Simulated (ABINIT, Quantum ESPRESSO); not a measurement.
An ABINIT input for a self-consistent single point of BeO (P6_3mc, 8 atoms in the cell) (DFT, PBE, plane waves, norm-conserving pseudopotentials (PseudoDojo nc-sr-05 PBE standard)):

```
# BeO, PseudoDojo nc-sr-05 PBE standard
pp_dirpath "./"
pseudos "Be.upf, O.upf"
acell 3*1.0 Angstrom
rprim
         2.6294181240   -0.0000000288    0.0000000000
        -1.3147090371    2.2771429070    0.0000000000
         0.0000000000    0.0000000000    8.6080420000
natom 8
ntypat 2
znucl 4 8
typat 1 1 1 1 2 2 2 2
xcart
         0.0000000000    0.0000000000    0.0000000000
         0.0000000000    0.0000000000    4.3040210000
         1.3147090703    0.7590476165    6.4575809476
         0.0000000166    1.5180952617    2.1535599476
         0.0000000000    0.0000000000    6.9911073907
         0.0000000000    0.0000000000    2.6870863907
         1.3147090703    0.7590476165    4.8488239782
         0.0000000166    1.5180952617    0.5448029782
      Angstrom
ecut 88 Ry
ixc 11
occopt 7
tsmear 0.00734986
nband 27
kptopt 1
ngkpt 7 7 2
nshiftk 1
shiftk 0 0 0
nstep 50
tolvrs 1.0e-12
prtwf 0
prtden 0
enunit 2
```

**Question.** Give the Quantum ESPRESSO input for the same structure, mesh, smearing and functional.

**Answer.** One input that does it (others would too):

```fortran
&control
 calculation = 'scf',
 prefix = 'beo',
 outdir = './tmp',
 pseudo_dir = './',
 tprnfor = .true.,
 tstress = .true.,
/
&system
 ibrav = 4,
 celldm(1) = 4.968880122,
 celldm(3) = 3.27374407338,
 nat = 8,
 ntyp = 2,
 ecutwfc = 90,
 occupations = 'smearing',
 smearing = 'gauss',
 degauss = 0.0147,
/
&electrons
 conv_thr = 1.0d-10,
 mixing_beta = 0.3,
/
ATOMIC_SPECIES
Be     9.0122  Be.upf
O     15.9990  O.upf
ATOMIC_POSITIONS crystal
Be    0.000000000    0.000000000    0.000000000
Be    0.000000000    0.000000000    0.500000000
Be    0.666666667    0.333333333    0.750180000
Be    0.333333333    0.666666667    0.250180000
O     0.000000000    0.000000000    0.812160000
O     0.000000000    0.000000000    0.312160000
O     0.666666667    0.333333333    0.563290000
O     0.333333333    0.666666667    0.063290000
K_POINTS automatic
7 7 2  0 0 0
```

Basis settings and potentials, where a program has them, do not carry over. This input uses DFT, PBE, plane waves, PseudoDojo standard norm-conserving (PBE) pseudopotentials.

The starting cell was generated: these elements placed on a structure prototype, without a prior relaxation; it need not be a known phase or ordering of this composition. Its lattice was rescaled by a random factor within 2.5 % of one. For this run, on top of that: lattice scaled by 0.98.
